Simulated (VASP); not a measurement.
# Ge (P6_3/mmc) in VASP: further runs

The runs below take Ge through single point, with r2SCAN.

All numbers are computed with VASP 6.6.1; they aren't measurements. Logs are shortened: lines on timing, memory, paths and dates and some standing lists are left out, and cuts for length are marked.

### 1 The structure

The structure is hexagonal, space group P6_3/mmc (No. 194). Conventional cell: a = 3.998 Å, b = 3.998 Å, c = 6.599 Å, α = 90.00°, β = 90.00°, γ = 120.00°. Ge (site symmetry 3m) has 4 Ge at 2.45 to 2.47 Å as nearest neighbours.

This isn't the form of Ge at room conditions, which is diamond.

### 2 Single point, r2SCAN

INCAR

```
SYSTEM = Ge
ADDGRID = .False.
ALGO = Normal
EDIFF = 1E-4
ENCUT = 400
ISIF = 2
ISMEAR = 0
LASPH = .True.
LCHARG = .False.
LMIXTAU = .True.
LREAL = .False.
LWAVE = .False.
METAGGA = R2SCAN
NBANDS = 36
NELM = 100
PREC = Accurate
SIGMA = 0.05
```

KPOINTS

```
k-points
0
Gamma
  4 4 2
  0 0 0
```

POSCAR

```
Ge
1.0
    3.9975858431      0.0000000000      0.0000000000
   -1.9987929216      3.4620108940      0.0000000000
    0.0000000000      0.0000000000      6.5993779500
Ge
4
Direct
    0.3333333333      0.6666666667      0.9370987500
    0.6666666667      0.3333333333      0.4370987500
    0.3333333333      0.6666666667      0.5629012500
    0.6666666667      0.3333333333      0.0629012500
```

Potentials or basis: VASP PAW PBE potentials, release 64 (Ge_d).

On the command line:

```console
> cat potpaw_PBE.64/Ge_d/POTCAR > POTCAR
> mpirun -np 1 vasp_std > vasp.out
```

OUTCAR:

```text
SYSTEM = Ge
   EDIFF = 1E-4
   ENCUT = 400
   ISIF = 2
   ISMEAR = 0
   LASPH = .True.
   LREAL = .False.
   METAGGA = R2SCAN
   NELM = 100
   PREC = Accurate

 Found      8 irreducible k-points:

 Following reciprocal coordinates:
            Coordinates               Weight
  0.000000  0.000000  0.000000      1.000000
  0.250000  0.000000  0.000000      6.000000
  0.500000  0.000000  0.000000      3.000000
  0.250000  0.250000  0.000000      6.000000
  0.000000  0.000000  0.500000      1.000000
  0.250000  0.000000  0.500000      6.000000
   k-points           NKPTS =      8   k-points in BZ     NKDIM =      8   number of bands    NBANDS=     36
   number of dos      NEDOS =    301   number of ions     NIONS =      4
   total plane-waves  NPLWV =  37632
   dimension x,y,z NGX =    28 NGY =   28 NGZ =   48
   dimension x,y,z NGXF=    56 NGYF=   56 NGZF=   96
   ions per type =               4
   NGX,Y,Z   is equivalent  to a cutoff of  11.64, 11.64, 12.09 a.u.
   NGXF,Y,Z  is equivalent  to a cutoff of  23.29, 23.29, 24.18 a.u.
 SYSTEM =  Ge
   PREC   = accura    normal or accurate (medium, high low for compatibility)
   ISTART =      0    job   : 0-new  1-cont  2-samecut
   ICHARG =      2    charge: 1-file 2-atom 10-const
   ISPIN  =      1    spin polarized calculation?
   LNONCOLLINEAR =      F non collinear calculations
   LSORBIT =      F    spin-orbit coupling
   LASPH  =      T    aspherical Exc in radial PAW
   ENCUT  =  400.0 eV  29.40 Ry    5.42 a.u.   6.52  6.52 10.76*2*pi/ulx,y,z
   NELM   =    100;   NELMIN=  2; NELMDL= -5     # of ELM steps
   EDIFF  = 0.1E-03   stopping-criterion for ELM
   LREAL  =      F    real-space projection
   EDIFFG = 0.1E-02   stopping-criterion for IOM
   NSW    =      0    number of steps for IOM
   IBRION =     -1    ionic relax: 0-MD 1-quasi-New 2-CG
   NFREE  =      0    steps in history (QN), initial steepest desc. (CG)
   ISIF   =      2    stress and relaxation
   ISYM   =      2    0-nonsym 1-usesym 2-fastsym
   POTIM  = 0.5000    time-step for ionic-motion
   TEBEG  =    0.0;   TEEND  =   0.0 temperature during run
   PSTRESS=    0.0 pullay stress
   NELECT =      56.0000    total number of electrons
   NUPDOWN=      -1.0000    fix difference up-down
   EMIN   =  10.00;   EMAX   =-10.00  energy-range for DOS
   EFERMI =   0.00;   METHOD = LEGACY
   ISMEAR =     0;   SIGMA  =   0.05  broadening in eV -4-tet -1-fermi 0-gaus
   EFERMI_NEDOS =   21; number of points for ismear=-14 and -15
   IALGO  =     38    algorithm
   IMIX   =      4    mixing-type and parameters
     AMIX     =   0.40;   BMIX     =  1.00
     AMIX_MAG =   1.60;   BMIX_MAG =  1.00
  volume/ion in A,a.u.               =      22.83       154.09
  Fermi-wavevector in a.u.,A,eV,Ry     =   1.390789  2.628209 26.317650  1.934293
  Thomas-Fermi vector in A             =   2.514690
   LORBIT       =      0    0 simple, 1 ext, 2 COOP (PROOUT), +10 PAW based schemes
   METAGGA = R2SCAN    functional components
   LHFCALC =     F    Hartree Fock is set to
   AEXX    =    0.0000 exact exchange contribution
   IVDW    =     0    specifies the selected vdW correction
   LEPSILON=     F    determine dielectric tensor
   LRPA    =     F    only Hartree local field effects (RPA)
 non-spin polarized calculation
 Gauss-broadening in eV      SIGMA  =   0.05
  energy-cutoff  :      400.00
  volume of cell :       91.33
 maximum number of plane-waves:      1690
 NGX is ok and might be reduce to    28
   NGX = 13   NGY = 13   NGZ = 21

 number of electron      56.0000020 magnetization

 Free energy of the ion-electron system (eV)
  ---------------------------------------------------
  ext. energy  EPLUGINS =         0.00000000
  ---------------------------------------------------
  free energy    TOTEN  =       -55.18210874 eV

  energy without entropy =      -55.18052423  energy(sigma->0) =      -55.18131648

 E-fermi :   4.9462     XC(G=0): -10.7593

 val. band max:        4.9049348513   @ k =   0.0000   0.0000   0.0000
 cond. band min:       4.9707635921   @ k =   0.0000   0.0000   0.0000
 fundamental gap:      0.0658287408
 Fermi energy:         4.9461619776

 k-point     1 :       0.0000    0.0000    0.0000
  band No.  band energies     occupation
      1     -20.7775      2.00000
      2     -20.7774      2.00000
      3     -20.7462      2.00000
      4     -20.7361      2.00000
      5     -20.7361      2.00000
      6     -20.7330      2.00000
      7     -20.7116      2.00000
      8     -20.7116      2.00000
      9     -20.6549      2.00000
     10     -20.6549      2.00000
     11     -20.5237      2.00000
     12     -20.5237      2.00000
     13     -20.5230      2.00000
     14     -20.5073      2.00000
     15     -20.4932      2.00000
     16     -20.4932      2.00000
     17     -20.4709      2.00000
     18     -20.4708      2.00000
     19     -20.4442      2.00000
     20     -20.4441      2.00000
     21      -8.5159      2.00000
     22      -6.3756      2.00000
     23      -3.0893      2.00000
     24       3.2225      2.00000
     25       3.2226      2.00000
     26       4.6236      2.00000
     27       4.9049      1.75705
     28       4.9049      1.75642
     29       4.9708      0.48653
     30       5.1522      0.00000
     31       7.2020      0.00000
     32       7.2020      0.00000
     33       7.7108      0.00000
     34       9.6047      0.00000
     35       9.6048      0.00000
     36      11.4805      0.00000

 k-point     2 :       0.2500    0.0000    0.0000
  band No.  band energies     occupation
      1     -20.7998      2.00000
      2     -20.7841      2.00000
      3     -20.7689      2.00000
      4     -20.7496      2.00000
      5     -20.7313      2.00000
      6     -20.7037      2.00000
      7     -20.6866      2.00000
      8     -20.6588      2.00000
      9     -20.6310      2.00000
     10     -20.6197      2.00000
     11     -20.5740      2.00000
     12     -20.5668      2.00000
     13     -20.5620      2.00000
     14     -20.5127      2.00000
     15     -20.4998      2.00000
     16     -20.4896      2.00000
     17     -20.4657      2.00000
     18     -20.4620      2.00000
     19     -20.4298      2.00000
     20     -20.4234      2.00000
     21      -7.8203      2.00000
     22      -5.6477      2.00000
     23      -3.2302      2.00000
     24       0.2979      2.00000
     25       0.6898      2.00000
     26       2.2217      2.00000
     27       3.4271      2.00000
     28       3.9151      2.00000
     29       5.9671      0.00000
     30       6.8543      0.00000
     31       8.2955      0.00000
     32       8.4737      0.00000
     33       8.8544      0.00000
     34      10.8550      0.00000
     35      11.6176      0.00000
     36      11.9478      0.00000

 k-point     3 :       0.5000    0.0000    0.0000
  band No.  band energies     occupation
      1     -20.7971      2.00000
      2     -20.7907      2.00000
      3     -20.7854      2.00000
      4     -20.7564      2.00000
      5     -20.7092      2.00000
      6     -20.6907      2.00000
      7     -20.6647      2.00000
      8     -20.6330      2.00000
      9     -20.6134      2.00000
     10     -20.6017      2.00000
     11     -20.6004      2.00000
     12     -20.5892      2.00000
     13     -20.5849      2.00000
     14     -20.5259      2.00000
     15     -20.5094      2.00000
     16     -20.5076      2.00000
     17     -20.4512      2.00000
     18     -20.4420      2.00000
     19     -20.4276      2.00000
     20     -20.4242      2.00000
     21      -6.4421      2.00000
     22      -4.7101      2.00000
     23      -4.1556      2.00000
     24      -2.1821      2.00000
     25       0.0412      2.00000
     26       1.5672      2.00000
     27       1.8900      2.00000
     28       3.2589      2.00000
     29       5.5340      0.00000
     30       6.7307      0.00000
     31       8.6215      0.00000
     32       8.7385      0.00000
     33       9.3792      0.00000
     34      10.7378      0.00000
     35      12.7922      0.00000
     36      13.5163      0.00000

 k-point     4 :       0.2500    0.2500    0.0000
  band No.  band energies     occupation
      1     -20.8000      2.00000
      2     -20.7984      2.00000
      3     -20.7861      2.00000
      4     -20.7719      2.00000
      5     -20.6902      2.00000
      6     -20.6716      2.00000
      7     -20.6375      2.00000
      8     -20.6273      2.00000
      9     -20.6265      2.00000
     10     -20.5961      2.00000
     11     -20.5944      2.00000
     12     -20.5924      2.00000
     13     -20.5873      2.00000
     14     -20.5489      2.00000
     15     -20.5399      2.00000
     16     -20.5214      2.00000
     17     -20.4441      2.00000
     18     -20.4341      2.00000
     19     -20.4262      2.00000
     20     -20.4116      2.00000
     21      -6.5608      2.00000
     22      -4.3912      2.00000
     23      -4.2934      2.00000
     24      -1.6945      2.00000
     25       0.1415      2.00000
     26       0.4011      2.00000
     27       2.0025      2.00000
     28       2.1610      2.00000
     29       6.9418      0.00000
     30       8.5302      0.00000
     31       8.9329      0.00000
     32       9.0725      0.00000
     33      10.5809      0.00000
     34      10.8621      0.00000
     35      11.1804      0.00000
     36      12.0422      0.00000

 k-point     5 :       0.0000    0.0000    0.5000
  band No.  band energies     occupation
      1     -20.7612      2.00000
      2     -20.7612      2.00000
      3     -20.7612      2.00000
      4     -20.7612      2.00000
      5     -20.7382      2.00000
      6     -20.7382      2.00000
      7     -20.6815      2.00000
      8     -20.6815      2.00000
      9     -20.6815      2.00000
     10     -20.6815      2.00000
     11     -20.5166      2.00000
     12     -20.5166      2.00000
     13     -20.5062      2.00000
     14     -20.5062      2.00000
     15     -20.5061      2.00000
     16     -20.5061      2.00000
     17     -20.4573      2.00000
     18     -20.4573      2.00000
     19     -20.4573      2.00000
     20     -20.4573      2.00000
     21      -7.7504      2.00000
     22      -7.7504      2.00000
     23      -0.1409      2.00000
     24      -0.1409      2.00000
     25       3.8792      2.00000
     26       3.8792      2.00000
     27       3.8792      2.00000
     28       3.8792      2.00000
     29       5.7508      0.00000
     30       5.7508      0.00000
     31       8.3686      0.00000
     32       8.3686      0.00000
     33       8.3686      0.00000
     34       8.3686      0.00000
     35      10.8286      0.00000
     36      10.8286      0.00000

 k-point     6 :       0.2500    0.0000    0.5000
  band No.  band energies     occupation
      1     -20.7750      2.00000
      2     -20.7750      2.00000
      3     -20.7692      2.00000
      4     -20.7692      2.00000
      5     -20.7286      2.00000
      6     -20.7286      2.00000
      7     -20.6570      2.00000
      8     -20.6570      2.00000
      9     -20.6567      2.00000
     10     -20.6567      2.00000
     11     -20.5536      2.00000
     12     -20.5536      2.00000
     13     -20.5282      2.00000
     14     -20.5282      2.00000
     15     -20.4954      2.00000
     16     -20.4954      2.00000
     17     -20.4516      2.00000
     18     -20.4516      2.00000
     19     -20.4444      2.00000
     20     -20.4444      2.00000
     21      -7.0620      2.00000
     22      -7.0620      2.00000
     23      -1.1485      2.00000
     24      -1.1485      2.00000
     25       1.8505      2.00000
     26       1.8505      2.00000
     27       2.9019      2.00000
     28       2.9019      2.00000
     29       6.3440      0.00000
     30       6.3440      0.00000
     31       8.6303      0.00000
     32       8.6303      0.00000
     33      10.2555      0.00000
     34      10.2555      0.00000
     35      10.8969      0.00000
     36      10.8969      0.00000

 [... further k-points ...]

------------------------ aborting loop because EDIFF is reached ----------------------------------------

  FORCE on cell =-STRESS in cart. coord.  units (eV):
  Direction    XX          YY          ZZ          XY          YZ          ZX
  --------------------------------------------------------------------------------------
  -------------------------------------------------------------------------------------
  Total        0.2161103      0.2161103     -0.9316847     -0.0000000      0.0000000      0.0000000
  in kB        3.7910262      3.7910262    -16.3436982     -0.0000000      0.0000000      0.0000000
  external PRESSURE =      -2.9205486 kB  Pullay stress =       0.0000000 kB

 VOLUME and BASIS-vectors are now :
 -----------------------------------------------------------------------------
  energy-cutoff  :      400.00
  volume of cell :       91.33
      direct lattice vectors                 reciprocal lattice vectors
     3.997585843  0.000000000  0.000000000     0.250150976  0.144424733  0.000000000
    -1.998792922  3.462010894  0.000000000     0.000000000  0.288849467  0.000000000
     0.000000000  0.000000000  6.599377950     0.000000000  0.000000000  0.151529433

 POSITION                                       TOTAL-FORCE (eV/Angst)
 -----------------------------------------------------------------------------------
     -0.00000      2.30801      6.18427         0.000000      0.000000      0.009658
      1.99879      1.15400      2.88458        -0.000000     -0.000000      0.009658
     -0.00000      2.30801      3.71480        -0.000000      0.000000     -0.009658
      1.99879      1.15400      0.41511        -0.000000     -0.000000     -0.009658
 -----------------------------------------------------------------------------------
    total drift:                               -0.000000      0.000000     -0.000000

  FREE ENERGIE OF THE ION-ELECTRON SYSTEM (eV)
  ---------------------------------------------------
  free  energy   TOTEN  =       -55.1821087360 eV

  energy  without entropy=      -55.1805242292  energy(sigma->0) =      -55.18131648
```

It took 55 s on 1 thread of Intel Xeon 6975P-C (Granite Rapids), shared host; peak memory 0.19 GiB.

The run converged, but some of its settings lie outside the range that counts as converged, so its numbers aren't taken as properties of the crystal.

What came out:

```yaml
Free_energy: -55.1821 eV
Pressure: -0.3 GPa
Largest_force: 0.010 eV/Å
Band_gap_on_the_k_mesh: 0.07 eV, direct
```

Caveat: the k mesh is coarse (spacing up to 0.48 Å⁻¹), so the values aren't converged; the PAW data sets were made with another functional, which shifts forces and pressure a little.

### 3 Single point, r2SCAN

Changes to INCAR since step 2:

```diff
@@ -3,3 +3,3 @@
 ALGO = Normal
-EDIFF = 1E-4
+EDIFF = 1E-5
 ENCUT = 400
```

KPOINTS is that of step 2.

POSCAR is that of step 2.

Potentials or basis: VASP PAW PBE potentials, release 64 (Ge_d).

On the command line:

```console
> cat potpaw_PBE.64/Ge_d/POTCAR > POTCAR
> mpirun -np 1 vasp_std > vasp.out
```

It took 62 s on 1 thread of Intel Xeon 6975P-C (Granite Rapids), shared host; peak memory 0.18 GiB.

The run converged, but some of its settings lie outside the range that counts as converged, so its numbers aren't taken as properties of the crystal.

Results:

* Free energy: -55.1821 eV
* Pressure: -0.2 GPa
* Largest force: 0.011 eV/Å
* Band gap on the k mesh: 0.07 eV, direct

Caveat: the k mesh is coarse (spacing up to 0.48 Å⁻¹), so the values aren't converged; the PAW data sets were made with another functional, which shifts forces and pressure a little.

(Continued in part 2 of 2.)
